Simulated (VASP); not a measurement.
Runs of VASP 6.6.1 on AlN. Symmetry: P6_3mc, No. 186, hexagonal system. Conventional cell: a = 3.113 Å, b = 3.113 Å, c = 4.981 Å, α = 90.00°, β = 90.00°, γ = 120.00°. Al (site symmetry 3m) is surrounded by 4 N at 1.89 Å. N (site symmetry 3m) has 4 Al at 1.89 Å as nearest neighbours. 

```csv
level,potentials or basis,k mesh,grid for exact exchange (PRECFOCK),screening parameter,gap on the mesh (eV),pressure (GPa),largest force (eV/Å)
LDA,"VASP PAW LDA potentials, release 64 (Al, N)",8 × 8 × 5,-,-,(a),-4.1,(b)
HSE06,"VASP PAW PBE potentials, release 64 (Al, N)",6 × 6 × 4,Fast,0.2 1/A,5.59,-1.7,0.13
r2SCAN,"VASP PAW PBE potentials, release 64 (Al, N)",8 × 8 × 5,-,-,4.90,-1.3,0.13
PBEsol,"VASP PAW PBE potentials, release 64 (Al, N)",8 × 8 × 5,-,-,4.15,0.2,0.13
PBE,"VASP PAW PBE potentials, release 64 (Al, N)",8 × 8 × 5,-,-,4.22,3.5,0.13
```

Alike in all rows: task single point; no spin polarisation; cell as given; cutoff (eV) 520; smearing fermi-dirac 0.02 eV.

Estimate the missing entries.

(a) 4.25; (b) 0.12.

Caveats: the PAW data sets were made with another functional, which shifts forces and pressure a little (some runs).

